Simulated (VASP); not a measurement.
# Hf (P6_3/mmc) in VASP: a series of runs

One crystal, Hf, is run at these levels: PBE; tasks: relaxation of cell and atoms.

Program: VASP 6.6.1. These are calculated values, not measurements. Logs are shortened: lines on timing, memory, paths and dates and some standing lists are left out, and cuts for length are marked.

### 1 Starting point

It takes space group P6_3/mmc (No. 194, hexagonal). The conventional cell has a = 3.197 Å, b = 3.197 Å, c = 5.058 Å, α = 90.00°, β = 90.00°, γ = 120.00°. Hf (site symmetry -6m2) is surrounded by 12 Hf at 3.13 to 3.20 Å.

### 2 Relaxation of cell and atoms, PBE, target pressure 10 GPa, at which the enthalpy is minimised

Contents of INCAR:

```
SYSTEM = Hf
ALGO = Normal
EDIFF = 1E-6
EDIFFG = -0.005
ENCUT = 600
GGA = PE
IBRION = 2
ISIF = 3
ISMEAR = -1
LASPH = .TRUE.
LCHARG = .FALSE.
LREAL = .FALSE.
LWAVE = .FALSE.
NELM = 60
NSW = 40
PREC = Accurate
PSTRESS = 100
SIGMA = 0.05
```

Contents of KPOINTS:

```
k-points
0
G
  10 10 5
  0 0 0
```

Contents of POSCAR:

```
Hf
1.0
    3.1967000000      0.0000000000      0.0000000000
   -1.5983500000      2.7684234083      0.0000000000
    0.0000000000      0.0000000000      5.0578000000
Hf
2
Direct
    0.6666666667      0.3333333333      0.7500000000
    0.3333333333      0.6666666667      0.2500000000
```

Potentials or basis: VASP PAW PBE potentials, release 64 (Hf_pv).

Run with:

```bash
> cat potpaw_PBE.64/Hf_pv/POTCAR > POTCAR
> mpirun -np 1 vasp_std > vasp.out
```

OUTCAR:

```text
SYSTEM = Hf
   EDIFF = 1E-6
   EDIFFG = -0.005
   ENCUT = 600
   GGA = PE
   IBRION = 2
   ISIF = 3
   ISMEAR = -1
   LASPH = .TRUE.
   LREAL = .FALSE.
   NELM = 60
   NSW = 40
   PREC = Accurate
   PSTRESS = 100

 ion  position               nearest neighbor table
   1  0.667  0.333  0.750-   2 3.13   2 3.13   2 3.13   2 3.13   2 3.13   2 3.13
   2  0.333  0.667  0.250-   1 3.13   1 3.13   1 3.13   1 3.13   1 3.13   1 3.13

  LATTYP: Found a hexagonal cell.
 ALAT       =     3.1967000000
 C/A-ratio  =     1.5821941377

  Lattice vectors:

 A1 = (   3.1967000000,   0.0000000000,   0.0000000000)
 A2 = (  -1.5983500000,   2.7684234083,   0.0000000000)
 A3 = (   0.0000000000,   0.0000000000,   5.0578000000)

Analysis of symmetry for initial positions (statically):
=====================================================================
 Subroutine PRICEL returns:
 Original cell was already a primitive cell.

 Routine SETGRP: Setting up the symmetry group for a
 hexagonal supercell.

 Subroutine GETGRP returns: Found 24 space group operations
 (whereof 12 operations were pure point group operations)
 out of a pool of 24 trial point group operations.

The static configuration has the point symmetry D_3d.
 The point group associated with its full space group is D_6h.

Analysis of symmetry for dynamics (positions and initial velocities):
=====================================================================
 Subroutine PRICEL returns:
 Original cell was already a primitive cell.

 Routine SETGRP: Setting up the symmetry group for a
 hexagonal supercell.

 Subroutine GETGRP returns: Found 24 space group operations
 (whereof 12 operations were pure point group operations)
 out of a pool of 24 trial point group operations.

The dynamic configuration has the point symmetry D_3d.
 The point group associated with its full space group is D_6h.

 Subroutine INISYM returns: Found 24 space group operations
 (whereof 12 operations are pure point group operations),
 and found     1 'primitive' translations

----------------------------------------------------------------------------------------

                                     Primitive cell

  volume of cell :      44.7606

  direct lattice vectors                    reciprocal lattice vectors
[... 104 lines left out ...]
   IALGO  =     38    algorithm
   IMIX   =      4    mixing-type and parameters
     AMIX     =   0.40;   BMIX     =  1.00
     AMIX_MAG =   1.60;   BMIX_MAG =  1.00
  volume/ion in A,a.u.               =      22.38       151.03
  Fermi-wavevector in a.u.,A,eV,Ry     =   1.251563  2.365112 21.312311  1.566411
  Thomas-Fermi vector in A             =   2.385505
   LORBIT       =      0    0 simple, 1 ext, 2 COOP (PROOUT), +10 PAW based schemes
   GGA     = PE    functional components
   LHFCALC =     F    Hartree Fock is set to
   AEXX    =    0.0000 exact exchange contribution
   IVDW    =     0    specifies the selected vdW correction
   LEPSILON=     F    determine dielectric tensor
   LRPA    =     F    only Hartree local field effects (RPA)
 conjugate gradient relaxation of ions
 non-spin polarized calculation
  energy-cutoff  :      600.00
  volume of cell :       44.76
 maximum number of plane-waves:      1518
 NGX is ok and might be reduce to    28
   NGX = 13   NGY = 13   NGZ = 21

--------------------------------------- Ionic step        1  -------------------------------------------

 number of electron      20.0000001 magnetization

 Free energy of the ion-electron system (eV)
  ---------------------------------------------------
  ext. energy  EPLUGINS =         0.00000000
  ---------------------------------------------------
  free energy    TOTEN  =       -19.85551115 eV

  energy without entropy =      -19.84454989  energy(sigma->0) =      -19.85003052

------------------------ aborting loop because EDIFF is reached ----------------------------------------

  FORCE on cell =-STRESS in cart. coord.  units (eV):
  Direction    XX          YY          ZZ          XY          YZ          ZX
  --------------------------------------------------------------------------------------
  -------------------------------------------------------------------------------------
  Total        0.0855363      0.0855363     -0.0382529      0.0000000      0.0000000      0.0000000
  in kB        3.0617169      3.0617169     -1.3692373      0.0000000      0.0000000      0.0000000
  external PRESSURE =     -98.4152678 kB  Pullay stress =     100.0000000 kB
[... 253 lines left out ...]
--------------------------------------- Ionic step        8  -------------------------------------------

 number of electron      20.0000000 magnetization

 Free energy of the ion-electron system (eV)
  ---------------------------------------------------
  ext. energy  EPLUGINS =         0.00000000
  ---------------------------------------------------
  free energy    TOTEN  =       -19.75358892 eV

  energy without entropy =      -19.74573456  energy(sigma->0) =      -19.74966174

 E-fermi :   5.4501     XC(G=0): -11.6464

 val. band max:        5.3807619774   @ k =   0.1000   0.1000   0.2000
 cond. band min:       5.4613173622   @ k =   0.0000   0.0000   0.4000
 fundamental gap:      0.0805553848
 Fermi energy:         5.4501031388

 k-point     1 :       0.0000    0.0000    0.0000
  band No.  band energies     occupation
      1     -25.5600      2.00000
      2     -24.5974      2.00000
      3     -24.5974      2.00000
      4     -24.4357      2.00000
      5     -24.4343      2.00000
      6     -24.4343      2.00000
      7      -2.1647      2.00000
      8       1.5175      2.00000
      9       6.4277      0.00000
     10       6.6743      0.00000
     11       6.6743      0.00000
     12       6.9847      0.00000
     13       7.5879      0.00000
     14       7.5879      0.00000
[... 377 lines left out ...]
      1     -25.3788      2.00000
      2     -25.2143      2.00000
      3     -24.9702      2.00000
      4     -24.8177      2.00000
      5     -24.6918      2.00000
      6     -24.6024      2.00000
      7       1.8261      2.00000
      8       2.7664      2.00000
      9       3.6908      2.00000
     10       4.3136      2.00000
     11       6.1131      0.00000
     12       6.6682      0.00000
     13       7.2535      0.00000
     14      10.6487      0.00000

 [... further k-points ...]

------------------------ aborting loop because EDIFF is reached ----------------------------------------

  FORCE on cell =-STRESS in cart. coord.  units (eV):
  Direction    XX          YY          ZZ          XY          YZ          ZX
  --------------------------------------------------------------------------------------
  -------------------------------------------------------------------------------------
  Total        2.5799599      2.5799599      2.5827578     -0.0000000     -0.0000000     -0.0000000
  in kB       99.9472370     99.9472370    100.0556257     -0.0000000     -0.0000000     -0.0000000
  external PRESSURE =      -0.0166334 kB  Pullay stress =     100.0000000 kB
[... 21 lines left out ...]
  energy  without entropy=      -19.7457345626  energy(sigma->0) =      -19.74966174

  enthalpy is  TOTEN    =       -17.1722670425 eV   P V=        2.5813218785

 reached required accuracy - stopping structural energy minimisation
```

It took 3 min on 1 thread of AMD EPYC 7R43 (Zen 3), shared host; peak memory 0.16 GiB.

Results:

```
Free energy                                            : -19.7536 eV
Relaxed volume                                         : 20.68 Å³/atom
Relaxed cell                                           : a = 3.114 Å, b = 3.114 Å, c = 4.926 Å, α = 90.00°, β = 90.00°, γ = 120.00°
Space group after relaxing (to 0.05 Å)                 : P6_3/mmc (No. 194)
Energy change on relaxing (the enthalpy is what falls) : +51.0 meV/atom
Ionic steps                                            : 8
Pressure after relaxing                                : 10.0 GPa
Band gap on the k mesh                                 : none (metal or under the smearing width)
```

Step by step:
```
step  energy change (eV)  largest force (eV/Å)  pressure (GPa)  volume (Å³)
   1              0.0000                0.0000            0.16        44.76
   2              0.7207                0.0000           32.17        36.43
   3              0.0944                0.0000            9.57        41.48
   4              0.1013                0.0000            9.96        41.37
   5              0.1054                0.0000           10.19        41.30
   6              0.0976                0.0000            9.76        41.43
   7              0.1015                0.0000            9.97        41.37
   8              0.1019                0.0000           10.00        41.36
```

Final structure:
```xyz
2
Lattice="3.1135 0.0000 0.0000 -1.5568 2.6964 0.0000 0.0000 0.0000 4.9262" Properties=species:S:1:pos:R:3 pbc="T T T"
Hf    1.5568    0.8988    3.6947
Hf    0.0000    1.7976    1.2316
```

Caveat: the cell is relaxed towards a set pressure, so the enthalpy falls and the energy may rise.

### 3 Relaxation of cell and atoms, PBE, target pressure 20 GPa, at which the enthalpy is minimised

Changes to INCAR since step 2:

```diff
@@ -16,3 +16,3 @@
 PREC = Accurate
-PSTRESS = 100
+PSTRESS = 200
 SIGMA = 0.05
```

KPOINTS is that of step 2.

POSCAR is that of step 2.

Potentials or basis: VASP PAW PBE potentials, release 64 (Hf_pv).

Run with:

```bash
> cat potpaw_PBE.64/Hf_pv/POTCAR > POTCAR
> mpirun -np 1 vasp_std > vasp.out
```

Run time: 3.4 min. Hardware: 1 thread of AMD EPYC 7R43 (Zen 3), shared host; peak memory 0.16 GiB.

The run converged. Its results:

```
Free energy                                            : -19.5184 eV
Relaxed volume                                         : 19.40 Å³/atom
Relaxed cell                                           : a = 3.045 Å, b = 3.045 Å, c = 4.833 Å, α = 90.00°, β = 90.00°, γ = 120.00°
Space group after relaxing (to 0.05 Å)                 : P6_3/mmc (No. 194)
Energy change on relaxing (the enthalpy is what falls) : +168.6 meV/atom
Ionic steps                                            : 9
Pressure after relaxing                                : 20.0 GPa
Band gap on the k mesh                                 : none (metal or under the smearing width)
```

The path:
```
step  energy change (eV)  largest force (eV/Å)  pressure (GPa)  volume (Å³)
   1              0.0000                0.0000            0.16        44.76
   2              3.4612                0.0000           96.14        29.10
   3              0.2694                0.0000           17.47        39.39
   4              0.3255                0.0000           19.61        38.90
   5              0.3394                0.0000           20.09        38.79
   6              0.3399                0.0000           20.10        38.78
   7              0.3400                0.0000           20.10        38.78
   8              0.3323                0.0000           19.83        38.84
   9              0.3372                0.0000           19.99        38.81
```

Final structure:
```xyz
2
Lattice="3.0448 0.0000 0.0000 -1.5224 2.6368 0.0000 0.0000 0.0000 4.8335" Properties=species:S:1:pos:R:3 pbc="T T T"
Hf    1.5224    0.8789    3.6251
Hf    0.0000    1.7579    1.2084
```

Levels at points of the mesh, in eV from the Fermi level:
```csv
k point,band 7,band 8,band 9,band 10,band 11,band 12,band 13,band 14
"(0.00, 0.00, 0.00)",-7.83,-4.17,1.21,1.21,1.23,1.51,2.20,2.20
"(0.50, 0.00, 0.00)",-3.58,-3.31,-2.71,-0.47,0.78,1.07,1.97,6.93
```

Caveat: the cell is relaxed towards a set pressure, so the enthalpy falls and the energy may rise. The run has no spin-orbit coupling, so splittings on Hf are missing.

### 4 The reference run

An earlier run on the cell as given: functional PBE; potentials or basis VASP PAW PBE potentials, release 64 (Hf_pv); cutoff 520 eV; k mesh 10 × 10 × 5; occupations fermi-dirac, width 0.05 eV; no spin polarisation.

- Pressure: 0.2 GPa
- Band gap on the k mesh: none (metal or under the smearing width)

### 5 Summary

```csv
task,cell,cutoff (eV),target pressure,gap on the mesh (eV),pressure (GPa)
relaxation of cell and atoms,relaxed to 10 GPa,600,10 GPa,none,10.0
relaxation of cell and atoms,relaxed to 20 GPa,600,20 GPa,none,20.0
single point,as given,520,-,none,0.2
```

Alike in all rows: level PBE; potentials or basis VASP PAW PBE potentials, release 64 (Hf_pv); no spin polarisation; k mesh 10 × 10 × 5; smearing fermi-dirac 0.05 eV.

Caveats: the cell is relaxed towards a set pressure, so the enthalpy falls and the energy may rise (some runs).

Total energies depend on the potentials used, so only differences within one code and one set of settings carry meaning.
